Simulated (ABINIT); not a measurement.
# FeSi2 (Linzhiite) (P4/mmm) in ABINIT: notebook

Runs on FeSi2 (Linzhiite). Level: PBEsol. Tasks: relaxation of cell and atoms, single point.

Program: ABINIT 10.8.3 (patched build). These are calculated values, not measurements. Logs are shortened: lines on timing, memory, paths and dates and some standing lists are left out, and cuts for length are marked. The log counts tension as positive stress, the text compression.

## Step 1: Starting point

The structure is tetragonal, space group P4/mmm (No. 123). The conventional cell has a = 2.684 Å, b = 2.684 Å, c = 5.128 Å, α = 90.00°, β = 90.00°, γ = 90.00°. Fe (site symmetry 4/mmm) has 8 Si at 2.35 Å and 4 Fe at 2.68 Å as nearest neighbours. Si (site symmetry 4mm) has 4 Fe at 2.35 Å and 5 Si at 2.36 to 2.68 Å as nearest neighbours.

## Step 2: Relaxation of cell and atoms, PBEsol, collinear spin, ferromagnetic start

Contents of run.abi:

```
# Pseudopotentials
pp_dirpath "./"
pseudos "Fe.upf, Si.upf"

# Structure
acell 5.0720249185 5.0720249185 9.6905155671
rprim
     1.0000000000     0.0000000000     0.0000000000
     0.0000000000     1.0000000000     0.0000000000
     0.0000000000     0.0000000000     1.0000000000
ntypat 2
znucl 26 14
natom 3
typat 1 2 2
chkprim 0
chksymtnons 0
tolsym 1.0e-6
xred
            0.0            0.0            0.0
            1/2            1/2   0.7300000000
            1/2            1/2   0.2700000000

# Plane-wave basis
ecut 45.0
ecutsm 0.5

# k points
kptopt 1
ngkpt 8 8 4
nshiftk 1
shiftk 0.0 0.0 0.0

# Exchange and correlation
ixc -116133

# Bands and occupations
nband 17
occopt 3
tsmear 0.05 eV

# Spin
nsppol 2
spinat
     0.0000000000     0.0000000000     3.0000000000
     0.0000000000     0.0000000000     0.0000000000
     0.0000000000     0.0000000000     0.0000000000

# SCF cycle
nstep 80
tolvrs 1.0e-12

# Output
iomode 3
prteig 0
prtebands 0
prtwf 0
prtden 0

# Relaxation
ionmov 2
optcell 2
ntime 50
tolmxf 2.0e-5
dilatmx 1.08
```

Potentials or basis: PseudoDojo NC SR PBEsol v0.4.1 standard.

On the command line:

```bash
$ mpirun --bind-to none -np 4 abinit run.abi > log 2>&1
```

run.abo:

```text
.Version 10.8.3 of ABINIT
 Symmetries : space group P4/m m m (#123); Bravais tP (primitive tetrag.)
================================================================================
 Values of the parameters that define the memory need of the present run
     intxc =       0    ionmov =       2      iscf =       7    lmnmax =       6
     lnmax =       6     mgfft =      64  mpssoang =       3    mqgrid =    3161
     natom =       3  nloc_mem =       1    nspden =       2   nspinor =       1
    nsppol =       2      nsym =      16    n1xccc =    2501    ntypat =       2
    occopt =       3   xclevel =       2
       mpw =        4554          nfft =       82944          nkpt =          45
================================================================================
================================================================================

--------------------------------------------------------------------------------
------------- Echo of variables that govern the present computation ------------
--------------------------------------------------------------------------------
 -outvars: echo values of preprocessed input variables --------
            acell      5.0720249185E+00  5.0720249185E+00  9.6905155671E+00 Bohr
              amu      5.58470000E+01  2.80855000E+01
          chkprim           0
      chksymtnons           0
          dilatmx      1.08000000E+00
             ecut      4.50000000E+01 Hartree
           ecutsm      5.00000000E-01 Hartree
           ionmov           2
              ixc     -116133
         kptrlatt        8    0    0      0    8    0      0    0    4
          kptrlen      3.87620623E+01
            natom           3
            nband          17
            ngfft          36      36      64
             nkpt          45
           nspden           2
           nsppol           2
            nstep          80
             nsym          16
            ntime          50
           ntypat           2
           occopt           3
          optcell           2
           prtden           0
        prtebands           0
           prteig           0
            prtwf           0
          spgroup         123
           spinat      0.0000000000E+00  0.0000000000E+00  3.0000000000E+00
                       0.0000000000E+00  0.0000000000E+00  0.0000000000E+00
                       0.0000000000E+00  0.0000000000E+00  0.0000000000E+00
           tolmxf      2.00000000E-05
           tolsym      1.00000000E-06
           tolvrs      1.00000000E-12
           tsmear      1.83746611E-03 Hartree
            typat      1  2  2
           xangst      0.0000000000E+00  0.0000000000E+00  0.0000000000E+00
                       1.3419999991E+00  1.3419999991E+00  3.7434399975E+00
                       1.3419999991E+00  1.3419999991E+00  1.3845599991E+00
            xcart      0.0000000000E+00  0.0000000000E+00  0.0000000000E+00
                       2.5360124593E+00  2.5360124593E+00  7.0740763640E+00
[... 891 lines left out ...]
    1     -0.00000000000000    -0.00000000000000    -0.00000000000000
    2     -0.00000000000000    -0.00000000000000     0.00000638505941
    3     -0.00000000000000    -0.00000000000000    -0.00000638505941
 frms,max,avg= 3.0099459E-06 6.3850594E-06   0.000E+00  0.000E+00  0.000E+00 h/b

 cartesian forces (eV/Angstrom) at end:
    1     -0.00000000000000    -0.00000000000000    -0.00000000000000
    2     -0.00000000000000    -0.00000000000000     0.00032833295591
    3     -0.00000000000000    -0.00000000000000    -0.00032833295591
 frms,max,avg= 1.5477764E-04 3.2833296E-04   0.000E+00  0.000E+00  0.000E+00 e/A
 length scales=  5.055750403834  5.055750403834  9.654199824385 bohr
              =  2.675387895908  2.675387895908  5.108782533103 angstroms
 Fermi (or HOMO) energy (hartree) =   0.40368   Average Vxc (hartree)=  -0.44873
 Magnetization (Bohr magneton)=  1.26345002E-06
 Total spin up =  1.19999994E+01   Total spin down =  1.20000006E+01
 Eigenvalues (hartree) for nkpt=  45  k points, SPIN UP:
 kpt#   1, nband= 17, wtk=  0.00391, kpt=  0.0000  0.0000  0.0000 (reduced coord)
  -2.78564   -1.54504   -1.54504   -1.54104   -0.11009    0.06689    0.10980    0.27150
   0.34376    0.35024    0.35024    0.38380    0.57483    0.57483    0.64530    0.66876
   0.70129
      occupation numbers for kpt#   1
   1.00000    1.00000    1.00000    1.00000    1.00000    1.00000    1.00000    1.00000
   1.00000    1.00000    1.00000    0.99998    0.00000    0.00000    0.00000    0.00000
   0.00000
 prteigrs : prtvol=0 or 1, do not print more k-points.

 Eigenvalues (hartree) for nkpt=  45  k points, SPIN DOWN:
 kpt#   1, nband= 17, wtk=  0.00391, kpt=  0.0000  0.0000  0.0000 (reduced coord)
  -2.78564   -1.54504   -1.54504   -1.54104   -0.11009    0.06689    0.10980    0.27150
   0.34376    0.35024    0.35024    0.38380    0.57483    0.57483    0.64530    0.66876
   0.70129
      occupation numbers for kpt#   1
   1.00000    1.00000    1.00000    1.00000    1.00000    1.00000    1.00000    1.00000
   1.00000    1.00000    1.00000    0.99998    0.00000    0.00000    0.00000    0.00000
   0.00000
 prteigrs : prtvol=0 or 1, do not print more k-points.

--- !EnergyTerms
iteration_state     : {dtset: 1, itime: 7, icycle: 1, }
comment             : Components of total free energy in Hartree
kinetic             :  6.07746443516197E+01
hartree             :  5.61525620370649E+01
xc                  : -2.08821672007323E+01
Ewald energy        : -6.98254505434349E+01
psp_core            :  2.99332736378190E+00
local_psp           : -1.57177054021405E+02
non_local_psp       : -5.76988346399401E+00
internal            : -1.33734021477100E+02
'-kT*entropy'       : -3.89225482899469E-04
total_energy        : -1.33734410702583E+02
total_energy_eV     : -3.63909870400663E+03
band_energy         : -1.11060860945277E+01
...

 rms coord change=  9.0169E-04   atom, delta coord (reduced):
     1        0.000000000000      0.000000000000      0.000000000000
     2        0.000000000000      0.000000000000     -0.001912779472
     3        0.000000000000      0.000000000000      0.001912779472

 Cartesian components of stress tensor (hartree/bohr^3)
  sigma(1 1)=  8.38420267E-08  sigma(3 2)=  0.00000000E+00
  sigma(2 2)=  8.38420267E-08  sigma(3 1)=  0.00000000E+00
  sigma(3 3)=  1.14154126E-07  sigma(2 1)=  0.00000000E+00

-Cartesian components of stress tensor (GPa)         [Pressure= -2.7640E-03 GPa]
- sigma(1 1)=  2.46671759E-03  sigma(3 2)=  0.00000000E+00
- sigma(2 2)=  2.46671759E-03  sigma(3 1)=  0.00000000E+00
- sigma(3 3)=  3.35853034E-03  sigma(2 1)=  0.00000000E+00

== END DATASET(S) ==============================================================
================================================================================

 -outvars: echo values of variables after computation  --------
            acell      5.0557504038E+00  5.0557504038E+00  9.6541998244E+00 Bohr
           etotal     -1.3373441070E+02
            fcart     -0.0000000000E+00 -0.0000000000E+00 -0.0000000000E+00
                      -0.0000000000E+00 -0.0000000000E+00  6.3850594074E-06
                      -0.0000000000E+00 -0.0000000000E+00 -6.3850594074E-06
           strten      8.3842026696E-08  8.3842026703E-08  1.1415412596E-07
                       0.0000000000E+00  0.0000000000E+00  0.0000000000E+00
           xangst      0.0000000000E+00  0.0000000000E+00  9.0111876202E-21
                       1.3376939480E+00  1.3376939480E+00  3.7196392748E+00
                       1.3376939480E+00  1.3376939480E+00  1.3891432583E+00
             xred      0.0000000000E+00  0.0000000000E+00  1.7638620477E-21
                       5.0000000000E-01  5.0000000000E-01  7.2808722053E-01
                       5.0000000000E-01  5.0000000000E-01  2.7191277947E-01
 Calculation completed.
```

Run time: 11 min. Hardware: 4 MPI ranks of Arm Neoverse V2, shared host; peak memory 0.52 GiB.

What came out:

* Free energy: -3639.0987 eV
* Relaxed volume: 12.19 Å³/atom
* Relaxed cell: a = 2.675 Å, b = 2.675 Å, c = 5.109 Å, α = 90.00°, β = 90.00°, γ = 90.00°
* Space group after relaxing (to 0.05 Å): P4/mmm (No. 123)
* Energy gained by relaxing: 1.5 meV/atom
* Ionic steps: 7
* Pressure after relaxing: 0.0 GPa
* Band gap on the k mesh: none (metal or under the smearing width)
* Net moment: 0.00 μB per cell

The path:
```tsv
step	energy change (eV)	largest force (eV/Å)	pressure (GPa)	volume (Å³)
1	0.0000	0.2608	-1.65	36.94
2	-0.0028	0.1979	-0.74	36.76
3	-0.0044	0.0592	0.26	36.54
4	-0.0045	0.0292	0.15	36.55
5	-0.0046	0.0044	-0.04	36.58
6	-0.0046	0.0036	-0.03	36.57
7	-0.0046	0.0003	0.00	36.57
```

Final structure:
```cif
data_structure
_symmetry_space_group_name_H-M 'P 1'
_symmetry_Int_Tables_number 1
_cell_length_a 2.6754
_cell_length_b 2.6754
_cell_length_c 5.1088
_cell_angle_alpha 90.000
_cell_angle_beta 90.000
_cell_angle_gamma 90.000
_cell_volume 36.57
loop_
_atom_site_label
_atom_site_type_symbol
_atom_site_fract_x
_atom_site_fract_y
_atom_site_fract_z
_atom_site_occupancy
Fe1 Fe 0.00000 0.00000 0.00000 1
Si1 Si 0.50000 0.50000 0.72809 1
Si2 Si 0.50000 0.50000 0.27191 1
```

Caveat: the starting moments collapsed, and a magnetic state may lie lower.

## Step 3: Single point, PBEsol, collinear spin, ferromagnetic start (cell relaxed)

Contents of run.abi:

```
# Pseudopotentials
pp_dirpath "./"
pseudos "Fe.upf, Si.upf"

# Structure
acell 2.6753879 2.6753879 5.10878254 Angstrom
rprim
     1.0000000000     0.0000000000     0.0000000000
     0.0000000000     1.0000000000     0.0000000000
     0.0000000000     0.0000000000     1.0000000000
ntypat 2
znucl 26 14
natom 3
typat 1 2 2
xcart
     0.0000000000     0.0000000000     0.0000000000
     1.3376939500     1.3376939500     3.7196392771
     1.3376939500     1.3376939500     1.3891432629 Angstrom
chkprim 0
chksymtnons 0
tolsym 1.0e-6

# Plane-wave basis
ecut 1224.512381 eV

# k points
kptopt 1
ngkpt 8 8 4
nshiftk 1
shiftk 0.0 0.0 0.0

# Exchange and correlation
ixc -116133

# Bands and occupations
nband 17
occopt 3
tsmear 0.05 eV

# Spin
nsppol 2
spinat
     0.0000000000     0.0000000000     3.0000000000
     0.0000000000     0.0000000000     0.0000000000
     0.0000000000     0.0000000000     0.0000000000

# SCF cycle
nstep 100
tolvrs 1.0e-10

# Output
iomode 3
prtwf 0
prtden 0
prteig 0
prtebands 0
enunit 2
```

Potentials or basis: PseudoDojo NC SR PBEsol v0.4.1 standard.

On the command line:

```bash
$ mpirun --bind-to none -np 4 abinit run.abi > log 2>&1
```

run.abo:

```text
.Version 10.8.3 of ABINIT
 Symmetries : space group P4/m m m (#123); Bravais tP (primitive tetrag.)
================================================================================
 Values of the parameters that define the memory need of the present run
     intxc =       0    ionmov =       0      iscf =       7    lmnmax =       6
     lnmax =       6     mgfft =      60  mpssoang =       3    mqgrid =    3001
     natom =       3  nloc_mem =       1    nspden =       2   nspinor =       1
    nsppol =       2      nsym =      16    n1xccc =    2501    ntypat =       2
    occopt =       3   xclevel =       2
       mpw =        3597          nfft =       61440          nkpt =          45
================================================================================
================================================================================

--------------------------------------------------------------------------------
------------- Echo of variables that govern the present computation ------------
[... 264 lines left out ...]
- sigma(3 3)=  4.80179824E-02  sigma(2 1)=  0.00000000E+00

== END DATASET(S) ==============================================================
================================================================================

 -outvars: echo values of variables after computation  --------
            acell      5.0557504116E+00  5.0557504116E+00  9.6541998374E+00 Bohr
           etotal     -1.3373441389E+02
            fcart     -0.0000000000E+00 -0.0000000000E+00 -0.0000000000E+00
                      -0.0000000000E+00 -0.0000000000E+00  6.2407000627E-06
                      -0.0000000000E+00 -0.0000000000E+00 -6.2407000627E-06
           strten      1.4899089914E-06  1.4899089914E-06  1.6320980478E-06
                       0.0000000000E+00  0.0000000000E+00  0.0000000000E+00
           xangst      0.0000000000E+00  0.0000000000E+00  0.0000000000E+00
                       1.3376939500E+00  1.3376939500E+00  3.7196392771E+00
                       1.3376939500E+00  1.3376939500E+00  1.3891432629E+00
             xred      0.0000000000E+00  0.0000000000E+00  0.0000000000E+00
                       5.0000000000E-01  5.0000000000E-01  7.2808721999E-01
                       5.0000000000E-01  5.0000000000E-01  2.7191278001E-01
 Calculation completed.
```

It took 83 s on 4 MPI ranks of Arm Neoverse V2, shared host; peak memory 0.4 GiB.

What came out:

```
Free energy                                           : -3639.0988 eV
Pressure                                              : 0.0 GPa
Band gap on the k mesh                                : none (metal or under the smearing width)
Net moment                                            : 0.00 μB per cell
Valence electrons inside the program's atomic spheres : Fe 14.39; Si 1.81
```

Caveat: the starting moments collapsed, and a magnetic state may lie lower.
